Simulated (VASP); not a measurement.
# C (Fd-3m) in VASP: notebook

The runs below take C through relaxation of cell and atoms, with RPBE+D3(BJ), RPBE+D4, revPBE+D3, revPBE+D3(BJ).

Everything below comes from runs of VASP 6.6.1. Logs are shortened: lines on timing, memory, paths and dates and some standing lists are left out, and cuts for length are marked.

**1. The structure**

The structure is cubic, space group Fd-3m (No. 227). The conventional cell has a = 3.567 Å, b = 3.567 Å, c = 3.567 Å, α = 90.00°, β = 90.00°, γ = 90.00°. C (site symmetry -43m) has 4 C at 1.54 Å as nearest neighbours.

This isn't the form of C at room conditions, which is graphite.

**2. Relaxation of cell and atoms, RPBE+D3(BJ)**

Contents of INCAR:

```
SYSTEM = C
  PREC = Accurate
  ENCUT = 600
  EDIFF = 1E-6
  ISMEAR = -1
  SIGMA = 0.05
  LREAL = .False.
  LASPH = .True.
  NELM = 60
  ALGO = Normal
  ISIF = 3
  LWAVE = .False.
  LCHARG = .False.
  GGA = RP
  IVDW = 12
  IBRION = 2
  NSW = 40
  EDIFFG = -0.01
```

Contents of KPOINTS:

```
Automatic mesh
0
Gamma
  13 13 13
  0 0 0
```

Contents of POSCAR:

```
C
1.0
    0.0000000000      1.7833700000      1.7833700000
    1.7833700000      0.0000000000      1.7833700000
    1.7833700000      1.7833700000      0.0000000000
C
2
Direct
    0.7500000000      0.7500000000      0.7500000000
    0.5000000000      0.5000000000      0.5000000000
```

Potentials or basis: VASP PAW PBE potentials, release 64 (C).

On the command line:

```sh
$ cat potpaw_PBE.64/C/POTCAR > POTCAR
$ mpirun -np 1 vasp_std > vasp.out
```

OUTCAR:

```text
SYSTEM = C
   PREC = Accurate
   ENCUT = 600
   EDIFF = 1E-6
   ISMEAR = -1
   LREAL = .False.
   LASPH = .True.
   NELM = 60
   ISIF = 3
   GGA = RP
   IVDW = 12
   IBRION = 2
   NSW = 40
   EDIFFG = -0.01
 IVDW          = 12

 ion  position               nearest neighbor table
   1  0.750  0.750  0.750-   2 1.54   2 1.54   2 1.54   2 1.54
   2  0.500  0.500  0.500-   1 1.54   1 1.54   1 1.54   1 1.54

  LATTYP: Found a face centered cubic cell.
 ALAT       =     3.5667400000

  Lattice vectors:

 A1 = (   0.0000000000,   1.7833700000,   1.7833700000)
 A2 = (   1.7833700000,   0.0000000000,   1.7833700000)
 A3 = (   1.7833700000,   1.7833700000,   0.0000000000)

Analysis of symmetry for initial positions (statically):
=====================================================================
 Subroutine PRICEL returns:
 Original cell was already a primitive cell.

 Routine SETGRP: Setting up the symmetry group for a
 face centered cubic supercell.

 Subroutine GETGRP returns: Found 48 space group operations
 (whereof 24 operations were pure point group operations)
 out of a pool of 48 trial point group operations.

The static configuration has the point symmetry T_d .
 The point group associated with its full space group is O_h .

Analysis of symmetry for dynamics (positions and initial velocities):
=====================================================================
 Subroutine PRICEL returns:
 Original cell was already a primitive cell.

 Routine SETGRP: Setting up the symmetry group for a
 face centered cubic supercell.

 Subroutine GETGRP returns: Found 48 space group operations
 (whereof 24 operations were pure point group operations)
 out of a pool of 48 trial point group operations.

The dynamic configuration has the point symmetry T_d .
 The point group associated with its full space group is O_h .

 Subroutine INISYM returns: Found 48 space group operations
 (whereof 24 operations are pure point group operations),
 and found     1 'primitive' translations

----------------------------------------------------------------------------------------

                                     Primitive cell

  volume of cell :      11.3437

  direct lattice vectors                    reciprocal lattice vectors
     0.000000000  1.783370000  1.783370000    -0.280368067  0.280368067  0.280368067
     1.783370000  0.000000000  1.783370000     0.280368067 -0.280368067  0.280368067
     1.783370000  1.783370000  0.000000000     0.280368067  0.280368067 -0.280368067

  length of vectors
     2.522066041  2.522066041  2.522066041     0.485611737  0.485611737  0.485611737

  position of ions in fractional coordinates (direct lattice)
     0.750000000  0.750000000  0.750000000
     0.500000000  0.500000000  0.500000000

  ion indices of the primitive-cell ions
   primitive index   ion index
                 1           1
                 2           2

----------------------------------------------------------------------------------------

 KPOINTS: Automatic mesh

Automatic generation of k-mesh.
 Grid dimensions read from file:
 generate k-points for:   13   13   13

 Generating k-lattice:

  Cartesian coordinates                     Fractional coordinates (reciprocal lattice)
    -0.021566774  0.021566774  0.021566774     0.076923077  0.000000000  0.000000000
     0.021566774 -0.021566774  0.021566774     0.000000000  0.076923077  0.000000000
     0.021566774  0.021566774 -0.021566774     0.000000000  0.000000000  0.076923077

  Length of vectors
     0.037354749  0.037354749  0.037354749

  Shift w.r.t. Gamma in fractional coordinates (k-lattice)
     0.000000000  0.000000000  0.000000000

 Subroutine IBZKPT returns following result:
 ===========================================

 Found     84 irreducible k-points:

 Following reciprocal coordinates:
            Coordinates               Weight
  0.000000  0.000000  0.000000      1.000000
  0.076923  0.000000  0.000000      8.000000
  0.153846  0.000000  0.000000      8.000000
  0.230769  0.000000  0.000000      8.000000
  0.307692  0.000000  0.000000      8.000000
  0.384615  0.000000  0.000000      8.000000
[... 16 lines left out ...]
  0.384615  0.153846  0.000000     24.000000
  0.461538  0.153846  0.000000     24.000000
 [... further k-points ...]
   k-points           NKPTS =     84   k-points in BZ     NKDIM =     84   number of bands    NBANDS=      8
   number of dos      NEDOS =    301   number of ions     NIONS =      2
   total plane-waves  NPLWV =   8000
   dimension x,y,z NGX =    20 NGY =   20 NGZ =   20
   dimension x,y,z NGXF=    40 NGYF=   40 NGZF=   40
   ions per type =               2
   NGX,Y,Z   is equivalent  to a cutoff of  13.18, 13.18, 13.18 a.u.
   NGXF,Y,Z  is equivalent  to a cutoff of  26.37, 26.37, 26.37 a.u.
 SYSTEM =  C
   PREC   = accura    normal or accurate (medium, high low for compatibility)
   ISTART =      0    job   : 0-new  1-cont  2-samecut
   ICHARG =      2    charge: 1-file 2-atom 10-const
   ISPIN  =      1    spin polarized calculation?
   LNONCOLLINEAR =      F non collinear calculations
   LSORBIT =      F    spin-orbit coupling
   LASPH  =      T    aspherical Exc in radial PAW
   ENCUT  =  600.0 eV  44.10 Ry    6.64 a.u.   5.04  5.04  5.04*2*pi/ulx,y,z
   NELM   =     60;   NELMIN=  2; NELMDL= -5     # of ELM steps
   EDIFF  = 0.1E-05   stopping-criterion for ELM
   LREAL  =      F    real-space projection
   EDIFFG = -.1E-01   stopping-criterion for IOM
   NSW    =     40    number of steps for IOM
   IBRION =      2    ionic relax: 0-MD 1-quasi-New 2-CG
   NFREE  =      1    steps in history (QN), initial steepest desc. (CG)
   ISIF   =      3    stress and relaxation
   ISYM   =      2    0-nonsym 1-usesym 2-fastsym
   POTIM  = 0.5000    time-step for ionic-motion
   TEBEG  =    0.0;   TEEND  =   0.0 temperature during run
   PSTRESS=    0.0 pullay stress
   NELECT =       8.0000    total number of electrons
   NUPDOWN=      -1.0000    fix difference up-down
   EMIN   =  10.00;   EMAX   =-10.00  energy-range for DOS
   EFERMI =   0.00;   METHOD = LEGACY
   ISMEAR =    -1;   SIGMA  =   0.05  broadening in eV -4-tet -1-fermi 0-gaus
   EFERMI_NEDOS =   21; number of points for ismear=-14 and -15
   IALGO  =     38    algorithm
   IMIX   =      4    mixing-type and parameters
     AMIX     =   0.40;   BMIX     =  1.00
     AMIX_MAG =   1.60;   BMIX_MAG =  1.00
  volume/ion in A,a.u.               =       5.67        38.28
  Fermi-wavevector in a.u.,A,eV,Ry     =   1.457203  2.753714 28.891161  2.123440
  Thomas-Fermi vector in A             =   2.574032
   LORBIT       =      0    0 simple, 1 ext, 2 COOP (PROOUT), +10 PAW based schemes
   GGA     = RP    functional components
   LHFCALC =     F    Hartree Fock is set to
   AEXX    =    0.0000 exact exchange contribution
   IVDW    =    12    specifies the selected vdW correction
   LEPSILON=     F    determine dielectric tensor
   LRPA    =     F    only Hartree local field effects (RPA)
 conjugate gradient relaxation of ions
 non-spin polarized calculation
  energy-cutoff  :      600.00
  volume of cell :       11.34
 maximum number of plane-waves:       388
   NGX =  9   NGY =  9   NGZ =  9

--------------------------------------- Ionic step        1  -------------------------------------------

 number of electron       7.9999999 magnetization

 Free energy of the ion-electron system (eV)
  ---------------------------------------------------
  ext. energy  EPLUGINS =         0.00000000
  ---------------------------------------------------
  free energy    TOTEN  =       -17.23454503 eV

  energy without entropy =      -17.23454503  energy(sigma->0) =      -17.23454503

------------------------ aborting loop because EDIFF is reached ----------------------------------------

 Edisp (eV)   -1.16615

 E8    (eV) :    -0.5116

  FORCE on cell =-STRESS in cart. coord.  units (eV):
  Direction    XX          YY          ZZ          XY          YZ          ZX
  --------------------------------------------------------------------------------------
  -------------------------------------------------------------------------------------
  Total      -0.77091    -0.77091    -0.77091     0.00000     0.00000     0.00000
  in kB    -108.88236  -108.88236  -108.88236     0.00000     0.00000     0.00000
  external pressure =     -108.88 kB  Pullay stress =        0.00 kB

 VOLUME and BASIS-vectors are now :
 -----------------------------------------------------------------------------
  energy-cutoff  :      600.00
  volume of cell :       11.34
      direct lattice vectors                 reciprocal lattice vectors
     0.000000000  1.783370000  1.783370000    -0.280368067  0.280368067  0.280368067
     1.783370000  0.000000000  1.783370000     0.280368067 -0.280368067  0.280368067
     1.783370000  1.783370000  0.000000000     0.280368067  0.280368067 -0.280368067
[... 41 lines left out ...]
 POSITION                                       TOTAL-FORCE (eV/Angst)
 -----------------------------------------------------------------------------------
      2.62531      2.62531      2.62531         0.000000      0.000000      0.000000
      1.75021      1.75021      1.75021        -0.000000     -0.000000     -0.000000
 -----------------------------------------------------------------------------------
    total drift:                                0.000000     -0.000000      0.000000

  FREE ENERGIE OF THE ION-ELECTRON SYSTEM (eV)
  ---------------------------------------------------
  free  energy   TOTEN  =       -18.3951741078 eV

  energy  without entropy=      -18.3951741077  energy(sigma->0) =      -18.39517411

--------------------------------------- Ionic step        3  -------------------------------------------

 number of electron       7.9999999 magnetization

 Free energy of the ion-electron system (eV)
  ---------------------------------------------------
  ext. energy  EPLUGINS =         0.00000000
  ---------------------------------------------------
  free energy    TOTEN  =       -17.21088075 eV

  energy without entropy =      -17.21088075  energy(sigma->0) =      -17.21088075

 E-fermi :  11.1292     XC(G=0): -13.2958

 val. band max:       10.2160584012   @ k =   0.0000   0.0000   0.0000
 cond. band min:      14.4045094997   @ k =   0.3846   0.3846   0.0000
 fundamental gap:      4.1884510985
 Fermi energy:        11.1292444926

 k-point     1 :       0.0000    0.0000    0.0000
  band No.  band energies     occupation
      1     -11.6795      2.00000
      2      10.2161      2.00000
      3      10.2161      2.00000
      4      10.2161      2.00000
      5      15.8779      0.00000
      6      15.8779      0.00000
      7      15.8779      0.00000
      8      24.0702      0.00000

 k-point     2 :       0.0769    0.0000    0.0000
  band No.  band energies     occupation
      1     -11.5128      2.00000
      2       9.1202      2.00000
      3       9.9278      2.00000
      4       9.9278      2.00000
      5      16.2553      0.00000
      6      16.2553      0.00000
      7      16.5357      0.00000
      8      24.2041      0.00000
[... 221 lines left out ...]
 k-point    23 :       0.3846    0.1538    0.0000
  band No.  band energies     occupation
      1      -8.0354      2.00000
      2       1.0184      2.00000
      3       6.2432      2.00000
      4       6.3927      2.00000
      5      16.9656      0.00000
      6      21.1415      0.00000
      7      21.2274      0.00000
      8      23.1233      0.00000

 k-point    24 :       0.4615    0.1538    0.0000
  band No.  band energies     occupation
      1      -6.5693      2.00000
      2      -1.2718      2.00000
      3       5.6787      2.00000
      4       6.2045      2.00000
      5      17.3995      0.00000
      6      20.9965      0.00000
      7      21.4125      0.00000
      8      24.4316      0.00000

 [... further k-points ...]

------------------------ aborting loop because EDIFF is reached ----------------------------------------

 Edisp (eV)   -1.19964

 E8    (eV) :    -0.5269

  FORCE on cell =-STRESS in cart. coord.  units (eV):
  Direction    XX          YY          ZZ          XY          YZ          ZX
  --------------------------------------------------------------------------------------
  -------------------------------------------------------------------------------------
  Total      -0.00425    -0.00425    -0.00425     0.00000     0.00000     0.00000
  in kB      -0.61500    -0.61500    -0.61500     0.00000     0.00000     0.00000
  external pressure =       -0.61 kB  Pullay stress =        0.00 kB

 VOLUME and BASIS-vectors are now :
 -----------------------------------------------------------------------------
  energy-cutoff  :      600.00
  volume of cell :       11.06
      direct lattice vectors                 reciprocal lattice vectors
     0.000000000  1.768517432  1.768517432    -0.282722687  0.282722687  0.282722687
     1.768517432  0.000000000  1.768517432     0.282722687 -0.282722687  0.282722687
     1.768517432  1.768517432  0.000000000     0.282722687  0.282722687 -0.282722687

 POSITION                                       TOTAL-FORCE (eV/Angst)
 -----------------------------------------------------------------------------------
      2.65278      2.65278      2.65278         0.000000      0.000000     -0.000000
      1.76852      1.76852      1.76852        -0.000000     -0.000000      0.000000
 -----------------------------------------------------------------------------------
    total drift:                                0.000000     -0.000000      0.000000

  FREE ENERGIE OF THE ION-ELECTRON SYSTEM (eV)
  ---------------------------------------------------
  free  energy   TOTEN  =       -18.4105187193 eV

  energy  without entropy=      -18.4105187193  energy(sigma->0) =      -18.41051872

 reached required accuracy - stopping structural energy minimisation
```

Wall time 22 s (1 thread of AMD EPYC 7R43 (Zen 3), shared host); peak memory 0.1 GiB.

What came out:

- Free energy: -18.4105 eV
- Relaxed volume: 5.53 Å³/atom
- Relaxed cell: a = 2.501 Å, b = 2.501 Å, c = 2.501 Å, α = 60.00°, β = 60.00°, γ = 60.00°
- Space group after relaxing (to 0.05 Å): Fd-3m (No. 227)
- Energy gained by relaxing: 4.9 meV/atom
- Ionic steps: 3
- Pressure after relaxing: -0.1 GPa
- Band gap on the k mesh: 4.19 eV, indirect (least direct gap 5.66 eV)
- Dispersion energy per atom: -0.600 eV

The path:
| step | energy change (eV) | largest force (eV/Å) | pressure (GPa) | volume (Å³) |
| --- | --- | --- | --- | --- |
| 1 | 0.0000 | 0.0000 | -10.89 | 11.34 |
| 2 | 0.0055 | 0.0000 | 14.90 | 10.72 |
| 3 | -0.0098 | 0.0000 | -0.06 | 11.06 |

Final structure:
```yaml
crystal:
  lattice:
    - [0.00000, 1.76852, 1.76852]
    - [1.76852, 0.00000, 1.76852]
    - [1.76852, 1.76852, 0.00000]
  atoms:
    - { symbol: C, position: [0.75000, 0.75000, 0.75000] }
    - { symbol: C, position: [0.50000, 0.50000, 0.50000] }
```

Levels at points of the mesh, in eV from the valence-band top:
| k point | band 1 | band 2 | band 3 | band 4 | band 5 | band 6 | band 7 | band 8 |
| --- | --- | --- | --- | --- | --- | --- | --- | --- |
| (0.00, 0.00, 0.00) | -21.90 | 0.00 | 0.00 | 0.00 | 5.66 | 5.66 | 5.66 | 13.85 |

Caveat: the PAW data sets were made with another functional, which shifts forces and pressure a little; an odd mesh through Γ misses points on the zone boundary, where band edges often lie.

**3. Relaxation of cell and atoms, RPBE+D4**

Contents of INCAR:

```
SYSTEM = C
PREC = Accurate
ENCUT = 600
EDIFF = 1E-7
ISMEAR = -1
SIGMA = 0.05
LREAL = .False.
LASPH = .True.
NELM = 60
ALGO = Normal
ISIF = 3
LWAVE = .False.
LCHARG = .False.
GGA = RP
IVDW = 13
IBRION = 2
NSW = 60
EDIFFG = -0.01
```

Contents of KPOINTS:

```
regular mesh
0
Gamma
  13 13 13
  0 0 0
```

POSCAR is that of step 2.

Potentials or basis: VASP PAW PBE potentials, release 64 (C).

On the command line:

```sh
$ cat potpaw_PBE.64/C/POTCAR > POTCAR
$ mpirun -np 1 vasp_std > vasp.out
```

Run time: 37 s. Hardware: 1 thread of AMD EPYC 7R43 (Zen 3), shared host; peak memory 0.08 GiB.

Results (log left out):

- Free energy: -18.3019 eV
- Relaxed volume: 5.59 Å³/atom
- Relaxed cell: a = 2.510 Å, b = 2.510 Å, c = 2.510 Å, α = 60.00°, β = 60.00°, γ = 60.00°
- Space group after relaxing (to 0.05 Å): Fd-3m (No. 227)
- Energy gained by relaxing: 1.6 meV/atom
- Ionic steps: 3
- Pressure after relaxing: 0.0 GPa
- Band gap on the k mesh: 4.17 eV, indirect (least direct gap 5.63 eV)
- Dispersion energy per atom: -0.539 eV

Step by step:
| step | energy change (eV) | largest force (eV/Å) | pressure (GPa) | volume (Å³) |
| --- | --- | --- | --- | --- |
| 1 | 0.0000 | 0.0000 | -6.34 | 11.34 |
| 2 | 0.0019 | 0.0000 | 8.40 | 10.98 |
| 3 | -0.0033 | 0.0000 | -0.01 | 11.18 |

Final structure:
```
CELL_PARAMETERS angstrom
0.00000 1.77477 1.77477
1.77477 0.00000 1.77477
1.77477 1.77477 0.00000
ATOMIC_POSITIONS crystal
C 0.75000 0.75000 0.75000
C 0.50000 0.50000 0.50000
```

Levels at points of the mesh, in eV from the valence-band top:
```
           k point  band 1  band 2  band 3  band 4  band 5  band 6  band 7  band 8
(0.00, 0.00, 0.00)  -21.75    0.00    0.00    0.00    5.63    5.63    5.63   13.61
```

Caveat: the PAW data sets were made with another functional, which shifts forces and pressure a little; an odd mesh through Γ misses points on the zone boundary, where band edges often lie.

(Continued in part 2 of 2.)
